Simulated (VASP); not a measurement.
An input for Quantum ESPRESSO's pw.x (written as the equivalent of a VASP run, and not itself run):

```
&CONTROL
  calculation = 'scf'
  pseudo_dir = './pseudo'
  outdir = './out'
  tprnfor = .true.
  tstress = .true.
/
&SYSTEM
  ibrav = 0
  nat = 2
  ntyp = 2
  ecutwfc = 74
  occupations = 'tetrahedra'
  input_dft = 'pz'
/
&ELECTRONS
  conv_thr = 7.3e-09
  electron_maxstep = 100
/
ATOMIC_SPECIES
  Li 6.940 Li.upf
  I 126.904 I.upf
CELL_PARAMETERS angstrom
     0.0000000    2.9024681    2.9024681
     2.9024681    0.0000000    2.9024681
     2.9024681    2.9024681    0.0000000
ATOMIC_POSITIONS crystal
  Li   0.0000000  0.0000000  0.0000000
  I    0.5000000  0.5000000  0.5000000
K_POINTS automatic
  9 9 9 0 0 0
```

Q: Write the VASP files for the same calculation (LDA).

A: Several could match; the one computed here: 
File KPOINTS:
```
Automatic mesh
0
G
9 9 9
```

**INCAR**
```
SYSTEM = LiI
PREC = Accurate
ENCUT = 520
EDIFF = 1E-7
NELM = 100
ALGO = Normal
LREAL = .FALSE.
LASPH = .TRUE.
ISMEAR = -5
LMAXMIX = 4
LWAVE = .FALSE.
LCHARG = .TRUE.
LORBIT = 11
NEDOS = 601
ISIF = 2
```

File POSCAR:
```
LiI
1
    0.0000000000     2.9024681060     2.9024681060
    2.9024681060     0.0000000000     2.9024681060
    2.9024681060     2.9024681060     0.0000000000
Li I
1 1
Direct
  0.0000000000   0.0000000000   0.0000000000
  0.5000000000   0.5000000000   0.5000000000
```

POTCAR, in this order: Li_sv I (LDA.64 set). Program: vasp_std.

The two are equivalent in intent, not identical: the potentials are each code's own (VASP's PAW set, PseudoDojo norm-conserving files in pw.x), so ENCUT and ecutwfc are chosen apart and not converted; conv_thr bounds pw.x's estimated SCF error, while EDIFF bounds the energy change between steps.

The compound is LiI in the rock salt structure. It was relaxed first, which changed the volume by -10 %.
